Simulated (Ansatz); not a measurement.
Consider the following.

MgAl2O4:
```
MgAl2O4
1.0
    0.00000     4.01162     4.01162
    4.01162     0.00000     4.01162
    4.01162     4.01162     0.00000
Mg Al O
2 4 8
Direct
  0.50000   0.50000   0.50000
  0.75000   0.75000   0.75000
  0.12500   0.12500   0.12500
  0.62500   0.12500   0.12500
  0.12500   0.12500   0.62500
  0.12500   0.62500   0.12500
  0.88846   0.88846   0.88846
  0.91537   0.36154   0.36154
  0.88846   0.88846   0.33463
  0.36154   0.91537   0.36154
  0.33463   0.88846   0.88846
  0.36154   0.36154   0.36154
  0.88846   0.33463   0.88846
  0.36154   0.36154   0.91537
```

This is the LDA-relaxed structure.

Problem. All from plane-wave PAW LDA (Ansatz code), unless another level is named. Estimate the Hill bulk and shear moduli.

Solution. 203 and 104 GPa.

Problem. And the vibrational entropy at 300 K?

Solution. 11.5 J/(K·mol of atoms).

Space group Fd-3m (spinel). The cell was relaxed with LDA under the symmetry of its start; phonons on a q-mesh show no instability.

Potentials: the later of the program's two PAW sets.
